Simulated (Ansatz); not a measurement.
Crystal: W2C.

```xyz
3
Lattice="3.0700 0.0000 0.0000 -1.5350 2.6587 0.0000 0.0000 0.0000 4.6784" Properties=species:S:1:pos:R:3 pbc="T T T"
W     1.5350    0.8862    1.1868
W     0.0000    1.7725    3.4917
C     0.0000    0.0000    0.0000
```

The cell comes from a database or a generator and needn't be the stable form of this composition.

| Property | Result |
| --- | --- |
| Program | Ansatz 0.2.0 |
| Task | relaxation of cell and atoms |
| Functional | PBEsol |
| Potentials or basis | Ansatz PAW |
| Cutoff | 420 eV (not typed: the program's choice for these potentials) |
| k mesh | 10 × 10 × 6 |
| Occupations | fermi-dirac, width 0.05 eV |
| Spin | no spin polarisation |

At the start: volume 12.73 Å³/atom.

How do energy, volume and symmetry change on relaxing?

It ends after 5 steps and the volume is 12.34 Å³/atom (-3.1 %); space group P-3m1 (No. 164, to 0.05 Å).

The path:
```csv
step,energy change (eV),largest force (eV/Å),volume (Å³)
1,0.0000,0.1744,38.19
2,-0.0376,0.1472,37.19
3,-0.0393,0.0626,37.00
4,-0.0394,0.0020,37.01
5,-0.0381,0.0020,37.01
```

Final structure:
```cif
data_structure
_symmetry_space_group_name_H-M 'P 1'
_symmetry_Int_Tables_number 1
_cell_length_a 3.0285
_cell_length_b 3.0285
_cell_length_c 4.6595
_cell_angle_alpha 90.000
_cell_angle_beta 90.000
_cell_angle_gamma 120.000
_cell_volume 37.01
loop_
_atom_site_label
_atom_site_type_symbol
_atom_site_fract_x
_atom_site_fract_y
_atom_site_fract_z
_atom_site_occupancy
W1 W 0.66667 0.33333 0.25463 1
W2 W 0.33333 0.66667 0.74537 1
C1 C 0.00000 0.00000 0.00000 1
```

Caveat: the plane-wave basis is chosen anew once the cell has moved, so the energies of steps on either side of that aren't comparable; the PAW data sets come from PBE, with cores solved anew for the run's functional, which leaves a small shift of forces and pressure.
